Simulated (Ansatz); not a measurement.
A trial structure of LiF was built thus: 4-connected net, two elements alternating (P6_222, No. 180). Its size is a rough estimate.

```yaml
crystal:
  lattice:
    - [2.84304, 0.00000, 0.00000]
    - [-1.42152, 2.46215, 0.00000]
    - [0.00000, 0.00000, 6.22636]
  atoms:
    - { symbol: Li, position: [0.00000, 0.50000, 0.16667] }
    - { symbol: Li, position: [0.50000, 0.50000, 0.83333] }
    - { symbol: Li, position: [0.50000, 0.00000, 0.50000] }
    - { symbol: F, position: [0.50000, 0.50000, 0.33333] }
    - { symbol: F, position: [0.50000, 0.00000, 0.00000] }
    - { symbol: F, position: [0.00000, 0.50000, 0.66667] }
```

Level of theory: DFT PBE, scalar-relativistic, plane waves, PAW (Ansatz 0.2.0). Cutoff 420 eV, Gaussian smearing, Γ-centred meshes. Cell and atoms relax first on a coarse mesh and then on a converged one. In between, the cell is made exact in the group found at 0.06 Å. The steps can't lower the symmetry of their start. No spin polarisation.

A guess keeps its type if space group and coordination stay and the shape of the cell changes little (axis ratios within about 15 %, angles within 6°); the volume may change.

Q: Will the relaxed cell still be of the starting type?

A: It keeps its type. The symmetry stays P6_222 (No. 180). The volume per atom grows by 28.5 %, from 7.3 to 9.3 Å³. The shortest distance goes from 1.76 Å (Li–F) to 1.92 Å (Li–F). The ratio c/a of the conventional cell changes by a factor of 1.13. Counting neighbours within 15 % of an atom's shortest distance, the start has F 4, Li 4 and the end F 4, Li 4.

The last run used a 12×12×4 mesh (in the run's order of axes) for its 6-atom cell and Gaussian smearing of 0.02 eV. A later test with randomly moved atoms led to a structure 57 meV/atom lower, so this end is a saddle point or a shallow minimum.
